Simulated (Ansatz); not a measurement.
LaAlO$_{3}$ (cubic perovskite)

```yaml
crystal:
  lattice:
    - [3.81241, 0.00000, 0.00000]
    - [0.00000, 3.81241, 0.00000]
    - [0.00000, 0.00000, 3.81241]
  atoms:
    - { symbol: La, position: [0.00000, 0.00000, 0.00000] }
    - { symbol: Al, position: [0.50000, 0.50000, 0.50000] }
    - { symbol: O, position: [0.00000, 0.50000, 0.50000] }
    - { symbol: O, position: [0.50000, 0.50000, 0.00000] }
    - { symbol: O, position: [0.50000, 0.00000, 0.50000] }
```

The slice is a {110} plane (indices of the conventional cell) through the point (0.000, 0.000, 0.000) (fractional), spanned by u = [100] and v = [011] in vectors of this cell: u (3.81 Å) and v (5.39 Å, at 90° to u). It covers one period; positions are fractions (u, v).

Level of theory: PBE (plane waves to 420 eV, PAW, scalar-relativistic; Ansatz, a program for electronic structure). k mesh 9×9×9. These are valence fields of a PAW run, semicore shells included where kept as valence: close to a nucleus they are smooth pseudo fields. LaAlO3 is run without spin polarisation. LaAlO3 was relaxed with its symmetry unable to fall. This is a high-temperature form of LaAlO3.

### Question
Around which element is the density of the lowest conduction band (whole band as if filled, smooth part) largest on this plane?

### Answer
La. Mean over a disc round each atom, of radius 0.45 times the shortest bond: La 0.057, O 0.004, Al 0.000 e/Å³.

### Question
Around which element is the density of the highest valence band (whole band, smooth part) largest on this plane?

### Answer
O. Mean over a disc round each atom, of radius 0.45 times the shortest bond: O 0.119, La 0.008, Al 0.002 e/Å³.

### Question
What is the ELF at the midpoint of the shortest Al–O line in this plane (1.91 Å)?

### Answer
0.8.

### Question
Predict the map of the density of the lowest conduction band (whole band as if filled, smooth part) on the slice.

### Answer
```
v \ u   0.00   0.09   0.17   0.26   0.35   0.43   0.52   0.61   0.70   0.78   0.87   0.96
-----  -----  -----  -----  -----  -----  -----  -----  -----  -----  -----  -----  -----
0.94   0.003  0.031  0.092  0.082  0.039  0.024  0.022  0.029  0.056  0.102  0.058  0.013
0.84   0.024  0.059  0.044  0.017  0.010  0.008  0.008  0.008  0.012  0.027  0.060  0.038
0.75   0.005  0.007  0.007  0.004  0.002  0.001  0.001  0.002  0.003  0.005  0.007  0.006
0.66   0.001  0.001  0.001  0.001  0.001  0.001  0.000  0.001  0.001  0.001  0.001  0.001
0.56   0.006  0.005  0.002  0.001  0.000  0.000  0.000  0.000  0.000  0.001  0.003  0.006
0.47   0.009  0.007  0.003  0.001  0.000  0.000  0.000  0.000  0.000  0.001  0.005  0.009
0.38   0.001  0.001  0.001  0.001  0.001  0.000  0.000  0.001  0.001  0.001  0.001  0.001
0.28   0.003  0.004  0.004  0.002  0.001  0.001  0.001  0.001  0.002  0.003  0.004  0.003
0.19   0.017  0.032  0.024  0.010  0.006  0.005  0.004  0.005  0.007  0.015  0.032  0.023
0.09   0.013  0.066  0.077  0.050  0.026  0.018  0.017  0.021  0.035  0.066  0.079  0.033
0.00   0.000  0.010  0.141  0.135  0.054  0.031  0.027  0.038  0.086  0.170  0.063  0.000
```

Values: density of the lowest conduction band (whole band as if filled, smooth part) in e/Å³.
